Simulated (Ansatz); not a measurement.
# A series in volume scale on Ge

Results calculated with Ansatz 0.2.0, not measured. Periodic Kohn-Sham DFT of a crystal at fixed atoms, scaled to volume_scale times the given cell; pressure positive in compression, energy less spherical unpolarised free atoms, largest_vzz the field gradient of largest size among the nuclei.

The cell before it is scaled or strained (space group Pm-3m, No. 221):
```
CELL_PARAMETERS angstrom
2.71210 0.00000 0.00000
0.00000 2.71210 0.00000
0.00000 0.00000 2.71210
ATOMIC_POSITIONS crystal
Ge 0.00000 0.00000 0.00000
```

Settings of every row: method all-electron LAPW; functional PBE; relativity scalar; k mesh 13x13x13; filling fermi-dirac; smearing width 0.05 eV; basis error target 0.25 meV/atom; nucleus gaussian.

Atom start moment: 0 on all atoms.

Limits: the cell comes from a prototype or a list of computed structures and needn't be the stable phase.

| row | volume scale | V (Å³/atom) | pressure (GPa) | energy less free atoms (eV/atom) |
| --- | --- | --- | --- | --- |
| 1 | 0.96 | 19.151 | 3.06 | -4.2635 |
| 2 | 0.98 | 19.55 | 1.459 | -4.2691 |
| 3 | 1 | 19.948 | 0.03 | -4.2709 |
| 4 | 1.02 | 20.348 | ? | ? |
| 5 | 1.04 | 20.747 | -2.39 | -4.2648 |

Question: what pressure and energy less free atoms should row 4 give?

Worked fit of pressure. Take u = (V_r/V)^(2/3) − 1 with V_r = 19.749 Å³ an atom, which is twice the finite (Eulerian) strain; such expansions in the strain, on which the Birch-Murnaghan equation of state is built, carry the rest volume and the bulk modulus. The shown rows have u = 0.02071, 0.00677, -0.00666, -0.03233. Least squares give pressure = 0.7247 + 106.352 × u + 309.67 × u² GPa; a straight line predicts inner rows, each left out in turn, worse (root mean square 0.14 against 0.00026 GPa). All shown rows lie on it to the printed digit. The pressure vanishes at u = -0.0070, or V = 19.96 Å³ an atom, and there the bulk modulus at fixed shape and fractions is B = −V dP/dV = (2/3)(1 + u) dP/du = 67.6 GPa. The withheld row has u = -0.01972, so the fit gives 0.7247 + 106.352 × (-0.01972) + 309.67 × (-0.01972)² = -1.252 GPa.

The calculation gave -1.247 GPa. The fit lies 0.005 GPa (0.092 % of the column's range) below it; its largest miss of a shown row is 0.000 GPa.

Worked fit of energy less free atoms. Take u = (V_r/V)^(2/3) − 1 with V_r = 19.749 Å³ an atom, which is twice the finite (Eulerian) strain; such expansions in the strain, on which the Birch-Murnaghan equation of state is built, carry the rest volume and the bulk modulus. The shown rows have u = 0.02071, 0.00677, -0.00666, -0.03233. Least squares give energy less free atoms = −4.27044 + 0.1358 × u + 9.598 × u² eV/atom; a straight line predicts inner rows, each left out in turn, worse (root mean square 0.0042 against 4.4e-05 eV/atom). All shown rows lie on it to the printed digit. Its lowest point lies at u = -0.0071, or V = 19.96 Å³ an atom, and the curvature there gives the bulk modulus at fixed shape and fractions, B = (4/9)(1 + u)² E″(u)/V = 67.5 GPa. The withheld row has u = -0.01972, so the fit gives −4.27044 + 0.1358 × (-0.01972) + 9.598 × (-0.01972)² = -4.2694 eV/atom.

The calculation gave -4.2694 eV/atom. The fit meets it to the printed digit.
